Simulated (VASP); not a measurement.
The system is Cu2O.

```xyz
6
Lattice="4.2600 0.0000 0.0000 0.0000 4.2600 0.0000 0.0000 0.0000 4.2600" Properties=species:S:1:pos:R:3 pbc="T T T"
Cu    1.0650    1.0650    1.0650
Cu    1.0650    3.1950    3.1950
Cu    3.1950    3.1950    1.0650
Cu    3.1950    1.0650    3.1950
O     0.0000    0.0000    0.0000
O     2.1300    2.1300    2.1300
```

* Program: VASP 6.6.1
* Task: relaxation of cell and atoms
* Functional: PBEsol
* Potentials or basis: VASP PAW PBE potentials, release 64 (Cu, O)
* Cutoff: 600 eV
* k mesh: 6 × 6 × 6
* Occupations: gaussian, width 0.03 eV
* Spin: no spin polarisation

At the start: pressure -2.5 GPa; volume 12.88 Å³/atom.

Question: Where does the relaxation end?

Answer: Over 3 steps the energy falls by 2.1 meV/atom and the volume is 12.62 Å³/atom (-2.0 %); space group Pn-3m (No. 224, to 0.05 Å).

The path:
| step | energy change (eV) | largest force (eV/Å) | pressure (GPa) | volume (Å³) |
| --- | --- | --- | --- | --- |
| 1 | 0.0000 | 0.0000 | -2.52 | 77.31 |
| 2 | -0.0099 | 0.0000 | 1.14 | 75.07 |
| 3 | -0.0125 | 0.0000 | 0.04 | 75.75 |

Final structure:
```cif
data_structure
_symmetry_space_group_name_H-M 'P 1'
_symmetry_Int_Tables_number 1
_cell_length_a 4.2311
_cell_length_b 4.2311
_cell_length_c 4.2311
_cell_angle_alpha 90.000
_cell_angle_beta 90.000
_cell_angle_gamma 90.000
_cell_volume 75.75
loop_
_atom_site_label
_atom_site_type_symbol
_atom_site_fract_x
_atom_site_fract_y
_atom_site_fract_z
_atom_site_occupancy
Cu1 Cu 0.25000 0.25000 0.25000 1
Cu2 Cu 0.25000 0.75000 0.75000 1
Cu3 Cu 0.75000 0.75000 0.25000 1
Cu4 Cu 0.75000 0.25000 0.75000 1
O1 O 0.00000 0.00000 0.00000 1
O2 O 0.50000 0.50000 0.50000 1
```

Caveat: the PAW data sets were made with another functional, which shifts forces and pressure a little.
